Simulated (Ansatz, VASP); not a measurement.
## HfO2: VASP beside Ansatz

Wanted: the spread between two codes on one cell, functional and k mesh. The structure shown is the end of the Ansatz relaxation below.

Program: Ansatz 0.2.0. Level of theory: plane waves, with VASP 6.6.1 beside it; single point at PBEsol. Results are calculated unless marked as measured.

## 1. The structure

The structure is tetragonal, space group P4_2/nmc (No. 137). Conventional cell: a = 3.567 Å, b = 3.567 Å, c = 5.166 Å, α = 90.00°, β = 90.00°, γ = 90.00°. Nearest to Hf lie 8 O at 2.06 to 2.36 Å. Nearest to O lie 4 Hf at 2.06 to 2.36 Å. Farther neighbours and most contacts between anions are not listed.

## 2. Ansatz: relaxation, PBEsol

Ansatz runs on its PAW soft_1 files.

This run makes the geometry at which the two programs are then compared.

input.yaml

```yaml
crystal:
  lattice:
    - [3.567387, 0.0, 0.0]
    - [0.0, 3.567387, 0.0]
    - [0.0, 0.0, 5.166172]
  atoms:
    - { symbol: Hf, position: [0.0, 0.0, 0.0] }
    - { symbol: Hf, position: [0.5, 0.5, 0.5] }
    - { symbol: O, position: [0.0, 0.5, 0.2001629] }
    - { symbol: O, position: [0.0, 0.5, 0.7001629] }
    - { symbol: O, position: [0.5, 0.0, 0.2998371] }
    - { symbol: O, position: [0.5, 0.0, 0.7998371] }
kpoints:
  mp_grid: { grid: [8, 8, 6] }
scf:
  occupations: { method: fermi_dirac, width: 0.02 }
hamiltonian:
  xc: pbesol
  pseudopotentials: { kind: paw, azcp: { folder: soft_1 }, xc_functional: pbe }
basis:
  ecutwfc: 600
output:
  forces: true
  stress: true
  write_density: true
  write_potential: true
  elf: true
  volumetric_format: npy
relax:
  f_tol: 0.005
  max_steps: 70
  cell: { stress_tol: 0.02, p_target: 0, fix: [a, b, alpha, beta, gamma] }
```

Launch:

```bash
> ansatz run input.yaml --threads 4 --pin off --max-ram 10240MiB --backend cpu --events-out ev --progress --plain --runs-dir out
```

Numbers of over 12 decimals in the logs are rounded to 6 here.

The log of the run:

```text
Engine: ansatz 0.2.0, aarch64-unknown-linux-gnu
Pseudopotentials: kind: paw
Pseudopotential: Hf, paw, valence charge 26, recommended cutoff 420 eV (normal), soft_1/Hf.paw.azcp
Pseudopotential: O, paw, valence charge 6, recommended cutoff 420 eV (normal), soft_1/O.paw.azcp
Functional definition: PBEsol
  exchange = pbesol_x
  correlation = pbesol_c
Crystal: 6 atoms, lattice volume = 65.746 Å³
Basis set: ecut = 600 eV, 2189 PW (Γ), exchange–correlation on 60×60×90 points (8 copies of the dense FFT grid, shifted against one another)
Bands: 46, of which v1, the nominal top of the filled ones, is band 38 counted from 1 (37 counted from 0)
Symmetry: 16 space group operations
Space group: P42/nmc (ITA 137), of the structure as read, at distance tolerance 4.0e-5 Å
k-points: 60 of 384
Non-local potential: Hf, projectors of the file, l = 0: 3, l = 1: 2, l = 2: 2, l = 3: 3
Non-local potential: O, projectors of the file, l = 0: 2, l = 1: 2, l = 2: 1
PAW form: soft (Blöchl's): semilocal exchange-correlation on the pseudo side does not see the compensation charge
PAW frozen core: Hf, regenerated for the run's functional, and the local potential with it (the file was generated under x = pbe(κ = 0.804, μ = 0.219515), c = pbe(β = 0.066725))
PAW frozen core: O, regenerated for the run's functional, and the local potential with it (the file was generated under x = pbe(κ = 0.804, μ = 0.219515), c = pbe(β = 0.066725))
PAW one-centre angular grid: Hf, 590 points (default); XC on 64 Gauss nodes
PAW one-centre angular grid: O, 110 points (default); XC on 64 Gauss nodes
Initial density: superposition of atomic densities (chi_scale 0.1, normalization cell, long waves kept (reshape's long-wave potential 0.00 eV rms))
Initial wavefunctions: pseudopotential atomic-orbital guess
Functional: x = pbesol(κ = 0.804, μ = 0.123457), c = pbesol(β = 0.046)
SCF iter   1: F=—  HF=-33453.199720 eV  |F-HF|=—  |Δ(HF+E_count)|=         —  Δρ=9.27e-2  dr2=4.27e0  ethr=3.10e-3  ⟨swp⟩=5.7  Hψ=8698  notcnv=0
preconditioner: auto → Resta (q_TF=auto, 2.795 Å⁻¹)  ε∞=5.1  [insulator: Δε(μ)=3.589 eV  Ē_g=19.267 eV  σ=0.020 eV  W_gap=1.00  n_scr=28 (ndim 8)  ℏωp=38.9 eV  f_vac=0.001  D(μ)=0.00/eV (n_scr^D=0)  ε∞_Penn≈5.1]
SCF iter   2: F=—  HF=-33452.220637 eV  |F-HF|=—  |Δ(HF+E_count)|=   9.79e-1  Δρ=4.26e-2  dr2=1.01e0  ethr=3.10e-3  ⟨swp⟩=2.6  Hψ=5708  notcnv=0  defer=216
SCF iter   3: F=—  HF=-33451.945474 eV  |F-HF|=—  |Δ(HF+E_count)|=   2.75e-1  Δρ=2.20e-2  dr2=2.87e-1  ethr=1.33e-3  ⟨swp⟩=2.0  Hψ=4476  notcnv=0  defer=216
SCF iter   4: F=—  HF=-33451.865707 eV  |F-HF|=—  |Δ(HF+E_count)|=   7.98e-2  Δρ=8.31e-3  dr2=3.03e-2  ethr=3.77e-4  ⟨swp⟩=2.8  Hψ=5188  notcnv=0  defer=216
SCF iter   5: F=—  HF=-33451.881662 eV  |F-HF|=—  |Δ(HF+E_count)|=   1.60e-2  Δρ=3.64e-3  dr2=1.04e-2  ethr=3.99e-5  ⟨swp⟩=2.0  Hψ=4411  notcnv=0  defer=216
SCF iter   6: F=—  HF=-33451.877046 eV  |F-HF|=—  |Δ(HF+E_count)|=   4.62e-3  Δρ=9.57e-4  dr2=5.25e-4  ethr=1.37e-5  ⟨swp⟩=2.0  Hψ=5088  notcnv=0  defer=216
SCF iter   7: F=—  HF=-33451.877820 eV  |F-HF|=—  |Δ(HF+E_count)|=   7.74e-4  Δρ=5.58e-4  dr2=1.52e-4  ethr=6.91e-7  ⟨swp⟩=2.0  Hψ=4871  notcnv=0  defer=216
SCF iter   8: F=—  HF=-33451.877853 eV  |F-HF|=—  |Δ(HF+E_count)|=   3.30e-5  Δρ=6.43e-5  dr2=1.96e-6  ethr=2.00e-7  ⟨swp⟩=2.0  Hψ=4821  notcnv=0  defer=216
SCF iter   9: F=—  HF=-33451.877892 eV  |F-HF|=—  |Δ(HF+E_count)|=   3.84e-5  Δρ=8.30e-6  dr2=2.82e-8  ethr=1.32e-10  ⟨swp⟩=6.2  Hψ=18894  notcnv=0
SCF iter  10: F=-33451.877892 eV  HF=-33451.877892 eV  |F-HF|=9.02e-10  |Δ(HF+E_count)|=   5.14e-8  Δρ=9.72e-7  dr2=3.53e-10  ethr=3.71e-11  ⟨swp⟩=5.3  Hψ=16455  notcnv=0
SCF 1 converged in 10 iterations: F = -33451.877892 eV  dr2 = 3.53e-10
  greatest PAW one-centre occupation: 0.999 electrons in one spin orbital (limit 2), on the Hf atom at site 1 (counted from 0), in its partial waves of l = 3
relax step   1: F+E_penalty+E_count = -33451.87789159 eV  Δ(F+E_penalty+E_count) = +0.000e0 eV  max|allowed force component| = 8.717e-5 eV/Å  Δτ_max = 0.0000 Å  P = -0.000 GPa  Ω = 65.746 Å³  fix = [a, b, alpha, beta, gamma]  reactions: a -0.001, b -0.001 GPa  (10 SCF iters, dr2 threshold 1.00e-7 eV, accepted)
Initial density: handed on by an earlier stage of this run
Initial wavefunctions: pseudopotential atomic-orbital guess (no wavefunctions were taken with the density)
iter 1 solved again at ethr=6.54e-8 eV; its pass at ethr=3.10e-3 eV (dr2=4.97e-5 eV) is discarded
SCF iter   1: F=—  HF=-33451.877858 eV  |F-HF|=—  |Δ(HF+E_count)|=         —  Δρ=1.68e-6  dr2=6.02e-10  ethr=6.54e-8  ⟨swp⟩=3.1  Hψ=16591  notcnv=0
eigensolver tolerance schedule: the retry pair's looser diagonalisation over-reported the residual by 82548.10 of it (diagonalisation noise at an unbounded share of the residual, at the tolerance the schedule requests for it); recorded, not acted on — ethr = c·dr2/N_el stays at c = 1.0e-1
preconditioner: auto → Resta (q_TF=auto, 2.795 Å⁻¹)  ε∞=5.5  [insulator: Δε(μ)=4.568 eV  Ē_g=18.234 eV  σ=0.020 eV  W_gap=1.00  n_scr=28 (ndim 8)  ℏωp=38.9 eV  f_vac=0.058  D(μ)=0.00/eV (n_scr^D=0)  ε∞_Penn≈5.5]
SCF iter   2: F=—  HF=-33451.877892 eV  |F-HF|=—  |Δ(HF+E_count)|=   3.38e-5  Δρ=9.39e-7  dr2=2.52e-10  ethr=1.00e-12  ⟨swp⟩=3.6  Hψ=7275  notcnv=0
SCF iter   3: F=—  HF=-33451.877892 eV  |F-HF|=—  |Δ(HF+E_count)|=  1.82e-10  Δρ=5.88e-7  dr2=1.01e-10  ethr=1.00e-12  ⟨swp⟩=1.0  Hψ=2760  notcnv=0
SCF iter   4: F=—  HF=-33451.877892 eV  |F-HF|=—  |Δ(HF+E_count)|=  2.26e-10  Δρ=2.18e-7  dr2=1.03e-11  ethr=1.00e-12  ⟨swp⟩=2.0  Hψ=2922  notcnv=0
SCF iter   5: F=-33451.877892 eV  HF=-33451.877892 eV  |F-HF|=7.28e-12  |Δ(HF+E_count)|=  7.28e-12  Δρ=1.47e-7  dr2=2.78e-12  ethr=1.00e-12  ⟨swp⟩=5.0  Hψ=12001  notcnv=0
SCF 2 converged in 5 iterations: F = -33451.877892 eV  dr2 = 2.78e-12
relax step   2: F+E_penalty+E_count = -33451.87789159 eV  Δ(F+E_penalty+E_count) = -1.091e-10 eV  max|allowed force component| = 8.638e-5 eV/Å  Δτ_max = 0.0000 Å  P = -0.000 GPa  Ω = 65.746 Å³  fix = [a, b, alpha, beta, gamma]  reactions: a -0.001, b -0.001 GPa  stress off target by 4.91e-4 GPa on what of the cell is left free  SCF on the basis re-selected at this cell (its energy is not comparable with the rows above)  (5 SCF iters)
basis re-selected at this cell: Δ(F+E_penalty+E_count) = -1.091e-10 eV, ΔP = -0.000 GPa vs the last step (what re-selecting the basis moved, of the pressure what is left beyond the Pulay correction that the steps carried, after the strain that the cell walked since its last selection, with what the two solves' SCF thresholds leave and, on support functions, any second-order correction that the steps lacked; it is no  [...]
SCF converged after 5 iterations
Free energy (F): -33451.877892 eV
Harris-Foulkes:  -33451.877892 eV  (|F-HF|=7.28e-12)
Internal energy: -33451.877892 eV  (E = F + TS)
E sigma→0 (E₀):  -33451.877892 eV
Fermi energy:    16.083265 eV
--- Per-component energies (eV) ---
  E_band       = -10.060031
  E_kinetic    = 1485.227048
  E_local      = -14086.718170  (includes V_loc(G=0)·N_el)
  E_nonlocal   = 353.589490
  E_hartree    = 6708.312850
  E_xc         = -811.875326
  E_vxc        = -872.231941  (∫ρ·V_xc dr)
  E_paw        = -15786.480222  (= ΣΔE_a)
  E_vpaw       = -306.552919  (= ΣTr[D̂ρ^β])
  E_aug_tail   = 0.000798  (compensation charges beyond the density's cutoff)
  E_ewald      = -11316.577624
  E_core_change = 2.643264  (= ΣΔE_core)
  E_smearing   = -0.000000  (= −TS)
  E_closure    = -0.000000  (closes the sum)
  Σ components = -33451.877892   (vs F -33451.877892, Δ=0.00e0)
--- Forces (eV/Å), atoms counted from 1 ---
  atom   1  Hf     0.00000000     0.00000000     0.00000000
  atom   2  Hf     0.00000000     0.00000000     0.00000000
  atom   3  O      0.00000000     0.00000000     0.00008638
  atom   4  O      0.00000000     0.00000000     0.00008638
  atom   5  O      0.00000000     0.00000000    -0.00008638
  atom   6  O      0.00000000     0.00000000    -0.00008638
  max |Σ_I F_I| component: 1.39e-17 eV/Å
--- Stress (GPa, compression-positive) ---
       -0.000787       0.000000       0.000000
        0.000000      -0.000787       0.000000
        0.000000       0.000000       0.000491
  P = ⅓ Tr σ = -0.0004 GPa (-0.004 kbar)
--- Band table (eV; the first three rows and the last of 60) ---
  k-point 0: bands = [... 34 lower, 13.1835, 13.6586, 13.6975, 13.6975, 18.3495, 18.4031, 19.5632, 19.8899, ... 4 higher]
  k-point 1: bands = [... 34 lower, 12.7057, 13.2365, 13.7159, 13.7159, 18.4860, 18.5017, 19.5652, 19.7678, ... 4 higher]
  k-point 2: bands = [... 34 lower, 13.0192, 13.0192, 13.7520, 13.7520, 18.7219, 18.8951, 19.4554, 19.5561, ... 4 higher]
  k-point 59: bands = [... 34 lower, 12.3786, 12.3786, 13.7820, 13.7820, 19.6653, 19.6653, 19.9097, 19.9097, ... 4 higher]
--- Relaxed structure (1 steps of the walk, 1 accepted, 1 SCFs on fresh bases) ---
  F+E_penalty+E_count = -33451.87789159 eV   max|allowed force component| = 8.638e-5 eV/Å   (the final SCF, on the basis selected at the relaxed cell)
  cell:  # Å, volume = 65.7460 Å³
    - [3.567387, 0.0, 0.0]
    - [0.0, 3.567387, 0.0]
    - [0.0, 0.0, 5.166172]
  atoms:
    - { symbol: Hf, position: [0.0, 0.0, 0.0] }
    - { symbol: Hf, position: [0.5, 0.5, 0.5] }
    - { symbol: O, position: [0.0, 0.5, 0.200163] }
    - { symbol: O, position: [0.0, 0.5, 0.7001629] }
    - { symbol: O, position: [0.5, 0.0, 0.2998371] }
    - { symbol: O, position: [0.5, 0.0, 0.799837] }
```

Reading the cycles: dr2 is the Hartree energy of the density residual (eV), the measure of convergence; HF is the Harris–Foulkes estimate of the energy, which meets the free energy F at convergence.

## 3. VASP: single point, PBEsol, pair 1

The same cell, functional, mesh and smearing now go to VASP, with its own data sets.

Lines of VASP's logs that name or quote its potential files are left out, and so is its time.

INCAR

```
SYSTEM = HfO2
PREC = Accurate
ENCUT = 600
EDIFF = 1E-06
NELM = 120
ISMEAR = -1
SIGMA = 0.02
LREAL = .FALSE.
ALGO = Normal
GGA = PS
NBANDS = 28
LASPH = .TRUE.
LORBIT = 11
LWAVE = .FALSE.
LCHARG = .FALSE.
ISIF = 2
GGA_COMPAT = .FALSE.
EFERMI = MIDGAP
KPAR = 2
```

POSCAR

```
HfO2
1.0
    3.5673870000      0.0000000000      0.0000000000
    0.0000000000      3.5673870000      0.0000000000
    0.0000000000      0.0000000000      5.1661720000
Hf O
2 4
Direct
    0.0000000000      0.0000000000      0.0000000000
    0.5000000000      0.5000000000      0.5000000000
    0.0000000000      0.5000000000      0.2001629000
    0.0000000000      0.5000000000      0.7001629000
    0.5000000000      0.0000000000      0.2998371000
    0.5000000000      0.0000000000      0.7998371000
```

KPOINTS

```
Automatic mesh
0
Gamma
8 8 6
0 0 0
```

Potentials, in the order of the species: Hf_pv and O (PBE family, release 64).

Launch:

```bash
> mpirun -np 2 vasp_std
```

The log of the run:

```text
[banner, memory and clock lines left out]
running    2 mpi-ranks, on    1 nodes
 distrk:  each k-point on    1 cores,    2 groups
 distr:  one band on    1 cores,    1 groups

 POSCAR found type information on POSCAR HfO
 POSCAR found :  2 types and       6 ions
|                                                                             |
|               ----> ADVICE to this user running VASP <----                  |
|                                                                             |
|     You enforced a specific xc type in the INCAR file but a different       |
|     [... a line on the potential file left out ...]
|     I HOPE YOU KNOW WHAT YOU ARE DOING!                                     |
|                                                                             |

 LDA part: xc-table for (Slater+PW92), standard interpolation
 POSCAR, INCAR and KPOINTS ok, starting setup
 FFT: planning ... GRIDC
 FFT: planning ... GRID_SOFT
 FFT: planning ... GRID
 WAVECAR not read
 entering main loop
       N       E                     dE             d eps       ncg     rms          rms(c)
DAV:   1     0.274119517764E+03    0.27412E+03   -0.27435E+04  3360   0.175E+03
DAV:   2    -0.589931643136E+02   -0.33311E+03   -0.32419E+03  4268   0.408E+02
DAV:   3    -0.733618182429E+02   -0.14369E+02   -0.14325E+02  4044   0.774E+01
DAV:   4    -0.735051640891E+02   -0.14335E+00   -0.14325E+00  4448   0.845E+00
DAV:   5    -0.735063284018E+02   -0.11643E-02   -0.11642E-02  4212   0.721E-01    0.749E+01
DAV:   6    -0.636920399187E+02    0.98143E+01   -0.52852E+01  3856   0.396E+01    0.622E+01
DAV:   7    -0.634610744833E+02    0.23097E+00   -0.23802E+00  4048   0.106E+01    0.348E+01
DAV:   8    -0.634311529022E+02    0.29922E-01   -0.21544E-01  4132   0.368E+00    0.596E+00
DAV:   9    -0.634144024401E+02    0.16750E-01   -0.65773E-02  3744   0.178E+00    0.274E+00
DAV:  10    -0.634134583689E+02    0.94407E-03   -0.68846E-03  4212   0.534E-01    0.675E-02
DAV:  11    -0.634134927361E+02   -0.34367E-04   -0.40967E-04  4132   0.134E-01    0.781E-02
DAV:  12    -0.634135063855E+02   -0.13649E-04   -0.17802E-05  4220   0.276E-02    0.704E-02
DAV:  13    -0.634135073101E+02   -0.92466E-06   -0.84730E-07  2948   0.592E-03
   1 F= -.63413507E+02 E0= -.63413507E+02  d E =0.000000E+00
```

OUTCAR, selected parts (step 3):

```text
ion  position               nearest neighbor table
   1  0.000  0.000  0.000-   3 2.06   6 2.06   3 2.06   6 2.06   5 2.36   4 2.36   5 2.36   4 2.36
                             2 3.61   2 3.61   2 3.61   2 3.61   2 3.61   2 3.61   2 3.61   2 3.61
   2  0.500  0.500  0.500-   4 2.06   5 2.06   5 2.06   4 2.06   3 2.36   6 2.36   3 2.36   6 2.36
                             1 3.61   1 3.61   1 3.61   1 3.61   1 3.61   1 3.61   1 3.61   1 3.61
   3  0.000  0.500  0.200-   1 2.06   1 2.06   2 2.36   2 2.36
   4  0.000  0.500  0.700-   2 2.06   2 2.06   1 2.36   1 2.36
   5  0.500  0.000  0.300-   2 2.06   2 2.06   1 2.36   1 2.36
   6  0.500  0.000  0.800-   1 2.06   1 2.06   2 2.36   2 2.36

  LATTYP: Found a simple tetragonal cell.
 ALAT       =     3.5673870000
 C/A-ratio  =     1.4481669637

 Subroutine GETGRP returns: Found 16 space group operations
 (whereof  8 operations were pure point group operations)

The static configuration has the point symmetry D_2d.
 The point group associated with its full space group is D_4h.

 Found     60 irreducible k-points:

   k-points           NKPTS =     60   k-points in BZ     NKDIM =     60   number of bands    NBANDS=     28

   dimension x,y,z NGX =    28 NGY =   28 NGZ =   42
   dimension x,y,z NGXF=    56 NGYF=   56 NGZF=   84

   ENCUT  =  600.0 eV  44.10 Ry    6.64 a.u.   7.12  7.12 10.32*2*pi/ulx,y,z

   NELECT =      44.0000    total number of electrons

 k-points in reciprocal lattice and weights: Automatic mesh
   0.00000000  0.00000000  0.00000000       0.003
   0.12500000  0.00000000  0.00000000       0.010
   0.25000000  0.00000000  0.00000000       0.010
   0.37500000  0.00000000  0.00000000       0.010
   0.50000000  0.00000000  0.00000000       0.005
   0.12500000  0.12500000  0.00000000       0.010
   0.25000000  0.12500000  0.00000000       0.021
   0.37500000  0.12500000  0.00000000       0.021
   0.50000000  0.12500000  0.00000000       0.010
[...]
0.50000000  0.37500000  0.50000000       0.010
   0.50000000  0.50000000  0.50000000       0.003

 average (electrostatic) potential at core
       1 -37.0452       2 -37.0452       3 -69.8495       4 -69.8495       5 -69.8495
       6 -69.8495

 E-fermi :   5.6363

 k-point     1 :       0.0000    0.0000    0.0000
  band No.  band energies     occupation
    ...
     18       2.0666      2.00000
     19       2.7488      2.00000
     20       3.2382      2.00000
     21       3.2701      2.00000
     22       3.2701      2.00000
     23       7.9205      0.00000
     24       7.9619      0.00000
     25       9.1323      0.00000
     26       9.4520      0.00000
     27       9.6626      0.00000
    ...

 k-point     2 :       0.1250    0.0000    0.0000
  band No.  band energies     occupation
    ...
     18       1.9595      2.00000
     19       2.7186      2.00000
     20       2.9619      2.00000
     21       3.1604      2.00000
     22       3.2695      2.00000
     23       8.1186      0.00000
     24       8.2423      0.00000
     25       9.0955      0.00000
     26       9.4440      0.00000
     27      10.0435      0.00000
    ...

 k-point     3 :       0.2500    0.0000    0.0000
  band No.  band energies     occupation
    ...
     18       1.5407      2.00000
     19       2.2958      2.00000
     20       2.6107      2.00000
     21       3.0895      2.00000
     22       3.3123      2.00000
     23       8.3970      0.00000
     24       8.7903      0.00000
     25       8.8465      0.00000
     26       9.4348      0.00000
     27      10.7722      0.00000
    ...

  Total       -1.4642848     -1.4642848     -1.4334455      0.0000000      0.0000000      0.0000000
  in kB      -35.6834480    -35.6834480    -34.9319191      0.0000000      0.0000000      0.0000000
  external PRESSURE =     -35.4329384 kB  Pullay stress =       0.0000000 kB

  energy-cutoff  :      600.00
  volume of cell :       65.75
      direct lattice vectors                 reciprocal lattice vectors
     3.567387000  0.000000000  0.000000000     0.280317218  0.000000000  0.000000000
     0.000000000  3.567387000  0.000000000     0.000000000  0.280317218  0.000000000
     0.000000000  0.000000000  5.166172000     0.000000000  0.000000000  0.193566920

 POSITION                                       TOTAL-FORCE (eV/Angst)
 -----------------------------------------------------------------------------------
      0.00000      0.00000      0.00000        -0.000000      0.000000      0.000000
      1.78369      1.78369      2.58309        -0.000000     -0.000000      0.000000
      0.00000      1.78369      1.03408        -0.000000     -0.000000     -0.032495
      0.00000      1.78369      3.61716        -0.000000     -0.000000     -0.032495
      1.78369      0.00000      1.54901        -0.000000     -0.000000      0.032495
      1.78369      0.00000      4.13210         0.000000     -0.000000      0.032495
 -----------------------------------------------------------------------------------
    total drift:                                0.000000      0.000000      0.000000

  FREE ENERGIE OF THE ION-ELECTRON SYSTEM (eV)
  ---------------------------------------------------
  free  energy   TOTEN  =       -63.4135073101 eV

  energy  without entropy=      -63.4135073101  energy(sigma->0) =      -63.41350731

 total charge
# of ion       s       p       d       tot
------------------------------------------
    1        0.314   6.606   1.476   8.396
    2        0.314   6.606   1.476   8.396
    3        1.554   3.537   0.000   5.091
    4        1.554   3.537   0.000   5.091
    5        1.554   3.537   0.000   5.091
    6        1.554   3.537   0.000   5.091
--------------------------------------------------
tot          6.843  27.360   2.952  37.155

[... 3 further parts left out ...]
```

Harder data sets than Hf_pv exist (the GW ones), and pressures, volumes and forces can shift noticeably with them.

## 4. Differences

Known differences besides the potentials themselves: the data sets hold 76 valence electrons in Ansatz (on its PAW soft_1 files) and 44 in VASP; Ansatz makes its cores anew for this functional, VASP keeps those of its PBE data sets; Ansatz's pressure holds a Pulay correction, VASP's none. Total energies have different zeros and are not compared.

Compared:

| quantity | Ansatz | VASP | difference |
| --- | --- | --- | --- |
| pressure (GPa) | 0.00 | -3.54 | +3.54 |
| gap on the k mesh (eV) | 4.568 | 4.568 | -0.001 |

At this near-relaxed geometry the largest component of a force difference is 33 meV/Å. A gap on the mesh is an upper bound, since the band edges may lie between its points; neither run holds spin-orbit coupling, which can move the band edges of a compound of Hf.

(Part 1 of 2 ends here.)

[Lines on the potential files, build, host, timing and source positions are cut from VASP's logs without a mark.]

[Logs are printed without paths, hosts, clocks, repeated set-up lines and the standing remarks that a program may print on its own settings, such as how far it seeks lower states.]

[Hosts, paths, dates, database ids (printed as entryN), source tags and the programs' standing remarks are cut or masked in the printed files.]
